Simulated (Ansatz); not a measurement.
# MoP (P-6m2): equation of state

An exercise on one series of results from a longer session: the logs are not shown, and one member is left open.

Program: Ansatz 0.2.0. Level of theory: DFT PBE, scalar-relativistic, plane waves, PAW. These are calculated values, not measurements.

## The starting structure

The structure is hexagonal, space group P-6m2 (No. 187). Conventional cell: a = 3.241 Å, b = 3.241 Å, c = 3.194 Å, α = 90.00°, β = 90.00°, γ = 120.00°. Mo (site symmetry -6m2) has 6 P at 2.46 Å as nearest neighbours. P (site symmetry -6m2) has 6 Mo at 2.46 Å as nearest neighbours.

As a file:

```
CELL_PARAMETERS angstrom
3.24141 0.00000 0.00000
-1.62071 2.80714 0.00000
0.00000 0.00000 3.19390
ATOMIC_POSITIONS crystal
Mo 0.00000 0.00000 0.00000
P 0.33333 0.66667 0.50000
```

This cell comes from an earlier session at PBE: 14.531 Å³/atom at 0.01 GPa, on a 16×16×14 mesh.

Volume factors to run: 0.980, 1.020, 0.960, 1.040.

Set-up of the first run:

File input.yaml:

```yaml
crystal:
  lattice:
    - [3.2196559347, 0.0, 0.0]
    - [-1.6098279673, 2.7883038309, 0.0]
    - [0.0, 0.0, 3.1724613159]
  atoms:
    - { symbol: Mo, position: [0.0, 0.0, 0.0] }
    - { symbol: P, position: [0.3333333333, 0.6666666667, 0.5] }
basis:
  ecutwfc: 420
  ecutrho_ratio: 4
kpoints:
  mp_grid: { grid: [16, 16, 14] }
hamiltonian:
  xc: pbe
scf:
  occupations: { method: gaussian, width: 0.05 }
output:
  forces: true
  stress: true
  eigenvalues: true
relax:
  f_tol: 0.01
  max_steps: 40
  cell: { stress_tol: 0.1, fix: [volume] }
```

On the command line:

```sh
ansatz run input.yaml --threads 1 --pin off --max-ram 2560MiB --backend cpu --events-out ev --progress --plain --runs-dir out
```

Among the steps run: At 0.980 of the relaxed volume; Scaling the volume by 1.020; Volume × 0.960; Volume × 1.040.

One of the session's tables, all rows but one given; the rest of the session is left out.

It belongs to the step «The fit». 

```
volume (Å³/atom)  energy (meV/atom)  pressure (GPa)
          13.950              16.79            9.61
          14.240               4.04            4.55
          14.531               0.00            0.01
          14.821                  ?               ?
          15.112              14.57           -7.74
```

**Question.** Estimate the row for volume (Å³/atom) = 14.821.

Worked estimate for «energy (meV/atom)». A straight line through the neighbours (14.531, 0.00) and (15.112, 14.57) gives 0.00 + (14.57 − 0.00) × (14.821 − 14.531) / (15.112 − 14.531) = 7.27; a parabola fitted to 3 rows on both sides gives 3.50.

**Answer.** energy (meV/atom): 3.78; pressure (GPa): -4.08. In «energy (meV/atom)» the line misses by +3.49 and the parabola by -0.28.
